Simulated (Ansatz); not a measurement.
**AlP at 5 GPa: from Born charge to LO–TO splitting and polaron coupling**

Theory: Ansatz, DFT PBEsol, scalar-relativistic, plane waves, PAW. Cutoff 420 eV, 10×10×10 k-points (Γ-centred), fixed occupations. No spin polarisation. Phonons by linear response, acoustic sum rule imposed.

The cell, relaxed at 5 GPa:
```
CELL_PARAMETERS angstrom
0.00000 2.68849 2.68849
2.68849 0.00000 2.68849
2.68849 2.68849 0.00000
ATOMIC_POSITIONS crystal
Al 0.00000 0.00000 0.00000
P 0.75000 0.75000 0.75000
```

Linear response gives ν_TO = 462.0 cm⁻¹, Born charges ±2.203 e (positive on Al) and ε∞ = 8.256. The primitive cell holds 38.865 Å³, and the masses are 26.982 and 30.974 amu.

Q: Find ν_LO and the static dielectric constant.

A: The long-wave field adds a restoring force: ω_LO² − ω_TO² = Z*²e²/(ε_vac ε∞ μV). In these units ν_LO² − ν_TO² = 4.92064×10⁷ Z*²/(μ V ε∞) cm⁻², with μ = m₁m₂/(m₁ + m₂) = 14.420 amu: 51608 cm⁻². So ν_LO = √(462.0² + 51608) = 514.8 cm⁻¹, and the run gives 514.8. Lyddane–Sachs–Teller then gives ε0 = ε∞ (ν_LO/ν_TO)² = 10.25, against 10.25 in the run (it forms both from the same three quantities, so the match checks the arithmetic only). Between ν_TO and ν_LO the dielectric function is negative and an undamped crystal reflects fully: a reststrahlen band from 19.4 to 21.6 μm.

Q: What do the Clausius–Mossotti polarisability and the Szigeti charge come to?

A: With the Lorentz local field, α = (3V/4π)(ε∞ − 1)/(ε∞ + 2) = 6.56 Å³ for the pair, and e_S = 3Z*/(ε∞ + 2) = 0.64 e. The Born charge includes the electrons' response to the dipole's own local field, and e_S takes that enhancement out. The Lorentz field assumes point-like polarisable ions, a poor picture once ε∞ is this large, since the electron clouds then overlap or are shared, so both numbers are formal here.

Q: How strongly does a slow electron couple to the LO mode?

A: For one isotropic parabolic band, Fröhlich's constant is α_F = (1/ε∞ − 1/ε0) √(m* Ry/ħω_LO), with Ry = 13.606 eV, ħω_LO = 63.8 meV and m* in free-electron masses: α_F = 0.0236 × 14.60 × √m* = 0.34 √m*. The band mass isn't part of this run; for m* = 0.1, 0.3 and 1 it gives 0.11, 0.19, 0.34. In weak coupling the polaron lies α_F ħω_LO below the band edge (12 meV at m* = 0.3) with a mass m*(1 + α_F/6); past α_F of about 5 or 6 that expansion fails. A semilocal functional's ε∞ tends to be too large, which taken alone lowers α_F.

Cost: 1 run of about 1.4 core-minutes, on AMD EPYC (Zen 3) (shared hosts).

AlP comes out as a polar but largely covalent semiconductor, in which the electrons provide most of the static screening: ε∞ is 8.256 and the lattice raises it only to 10.25. The Born charge of 2.203 e is well below the formal trivalent charge of Al, as expected for sp³ bonds whose shared electrons are polarised towards P. It is a dynamical charge, however, and doesn't measure the static charge transfer. It is still large enough to give a clear LO–TO splitting, even though the electronic screening weakens the long-range field behind it.

The same balance keeps the Fröhlich coupling weak for all the masses considered, since little ionic screening is left for a slow carrier to exploit. The stiff bonds and light atoms help too, by raising the LO energy. For real carriers the coupling constant is only a guide, because AlP has anisotropic conduction valleys near X and degenerate valence bands at Γ, neither of which a single isotropic mass describes.
